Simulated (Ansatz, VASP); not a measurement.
# Sb in VASP and in Ansatz

```
Sb
1.0
     2.15420    1.24373    3.75800
    -2.15420    1.24373    3.75800
     0.00000   -2.48746    3.75800
Sb
2
Direct
  0.76651 0.76651 0.76651
  0.23349 0.23349 0.23349
```

Alike in both runs: functional RPBE; k mesh 8 × 8 × 8; occupations fermi-dirac, width 0.05 eV; no spin polarisation.

|  | VASP | Ansatz |
| --- | --- | --- |
| version | VASP 6.6.1 | Ansatz 0.2.0 |
| potentials or method | VASP PAW PBE potentials, release 64 (Sb) | Ansatz PAW |
| plane-wave cutoff (eV) | 520 | 420 |
| valence electrons in the cell | 10 | 30 |
| task | single point | band structure |

```csv
,VASP,Ansatz,Ansatz less VASP
gap on the k mesh at the Fermi level (eV),none,none,-
pressure (GPa),4.1,4.1,-0.01
largest component of the traceless stress (GPa),0.40,0.36,-0.041
rms of the force components (eV/Å),0.131,0.111,-0.0208
```

Atom by atom the forces differ by 0.021 eV/Å (rms over components). A gap of «none» marks a metal or a gap that the smearing closes. The two sets of potentials don't hold the same shells in valence.

Caveats: the PAW data sets were made with another functional, which shifts forces and pressure a little (VASP); spin-orbit coupling is left out, which moves the levels of the heavy elements (Ansatz); the PAW data sets come from PBE, with cores solved anew for the run's functional, which leaves a small shift of forces and pressure (Ansatz). The runs have no spin-orbit coupling, so splittings on Sb are missing.
